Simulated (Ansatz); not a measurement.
Crystal: Gd.

```
CELL_PARAMETERS angstrom
3.63600 0.00000 0.00000
-1.81800 3.14887 0.00000
0.00000 0.00000 5.78260
ATOMIC_POSITIONS crystal
Gd 0.66667 0.33333 0.75000
Gd 0.33333 0.66667 0.25000
```

- Program: Ansatz 0.2.0
- Task: relaxation of cell and atoms
- Functional: BLYP
- Potentials or basis: all-electron LAPW, scalar-relativistic
- Basis error allowed: 0.001 eV/atom
- k mesh: 8 × 8 × 5
- Occupations: fermi-dirac, width 0.05 eV
- Spin: collinear spin, ferromagnetic start
- Starting moments: [7.0, 7.0] μB

At the start: volume 33.10 Å³/atom.

Question: Where does the relaxation end?

Answer: Over 4 steps the energy falls by 9.3 meV/atom and the volume is 34.86 Å³/atom (+5.3 %); space group P6_3/mmc (No. 194, to 0.05 Å); moment 14.95 μB per cell.

The path:
```
step  energy change (eV)  largest force (eV/Å)  volume (Å³)
   1              0.0000                0.0000        66.21
   2             -0.0182                0.0000        69.20
   3             -0.0186                0.0000        69.71
   4             -0.0186                0.0000        69.71
```

Final structure:
```
CELL_PARAMETERS angstrom
3.69510 0.00000 0.00000
-1.84755 3.20005 0.00000
0.00000 0.00000 5.89540
ATOMIC_POSITIONS crystal
Gd 0.66667 0.33333 0.75000
Gd 0.33333 0.66667 0.25000
```

Caveat: an open f shell can end in a state above the lowest.
